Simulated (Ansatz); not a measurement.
Pd:

```
Pd
1.0
     0.00000    1.94650    1.94650
     1.94650    0.00000    1.94650
     1.94650    1.94650    0.00000
Pd
1
Direct
  0.00000 0.00000 0.00000
```

Program: Ansatz 0.2.0. Alike in all runs: level PBE; cell as given. Hardware: 1 thread of Arm Neoverse V2 (shared host).

**Question.** Order these runs on this cell by their wall time, lowest first.
A. task band structure; potentials or basis all-electron LAPW, relativistic spinors; spin SOC, no magnetisation; k mesh 9 × 9 × 9; cutoff (eV) 267; smearing fermi-dirac 0.05 eV; basis error allowed 0.001 eV/atom; mesh quality coarse
B. task single point; potentials or basis all-electron LAPW, scalar-relativistic; spin off; k mesh 12 × 12 × 12; cutoff (eV) 266; smearing gaussian 0.027 eV; basis error allowed 0.001 eV/atom; mesh quality not flagged
C. task single point; potentials or basis all-electron LAPW, scalar-relativistic; spin off; k mesh 6 × 6 × 6; cutoff (eV) 247; smearing fermi-dirac 0.03 eV; basis error allowed 0.002 eV/atom; mesh quality coarse

**Answer.** C (1.3 s), B (5.8 s), A (34 s).

Caveats: some runs use coarse meshes; the k mesh is thin for a metal, which can move the energy by tens of meV per atom (some runs).

Not every run made on this cell is shown here.
